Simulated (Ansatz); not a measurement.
`CC(=O)O[SiH](F)F` + H₂S → `F[SiH](F)S` + `CC(=O)O` at 298.15 K and 1 bar (ligand exchange at the Si–O bond).

Gas-phase electronic energies from Ansatz, PBE0-D4/def2-TZVP geometries. CBS: MP2 limit from def2 TZ/QZ plus the TZ coupled-cluster correction, frozen cores. This one scheme is used for every species. One conformer a species, not always the lowest.

| species | CCSD(T)/CBS energy (Eh) | H − E (kJ/mol) | S (J/(mol·K)) |
| --- | --- | --- | --- |
| `CC(=O)O[SiH](F)F` | -717.72603 | 200.7 | 377.5 |
| H₂S | -398.97279 | 49.9 | 205.7 |
| `F[SiH](F)S` | -887.80771 | 81.0 | 314.2 |
| `CC(=O)O` | -228.87529 | 177.3 | 287.6 |

H − E and S are ideal-gas, rigid-rotor, harmonic terms from PBE0-D4/def2-TZVP, for one conformer and one mirror image of each species. 1 Eh = 2625.50 kJ/mol, R = 8.31446 J/(mol·K).

By hand: ΔE, ΔH, ΔS and ΔG.

ΔE = (-887.80771) + (-228.87529) − (-717.72603) − (-398.97279) = 0.01582 Eh = 41.5 kJ/mol. Δ(H − E) = 81.0 + 177.3 − 200.7 − 49.9 = 7.7, so ΔH = 49.2 kJ/mol. ΔS = 314.2 + 287.6 − 377.5 − 205.7 = 18.6 J/(mol·K). ΔG = 49.2 − 298.15 × (18.6)/1000 = 43.7 kJ/mol.

By hand: the equilibrium constant, and the temperature at which ΔG would vanish if ΔH and ΔS stayed fixed.

log₁₀ K = −ΔG/(RT ln 10) = -7.7. ΔG = 0 at ΔH/ΔS = 2645 K, far beyond where these terms or the molecules hold.

ΔH outweighs TΔS. A doubt of 5 kJ/mol in ΔE shifts log₁₀ K by 0.9 here. Other conformers and mirror images would add mixing entropy, several J/(mol·K) or more a flexible species. These are equilibria of isolated gas molecules and say nothing of rates. Largest T1 diagnostic: 0.015 (customary marks: 0.02 for closed shells, 0.045 for open ones).
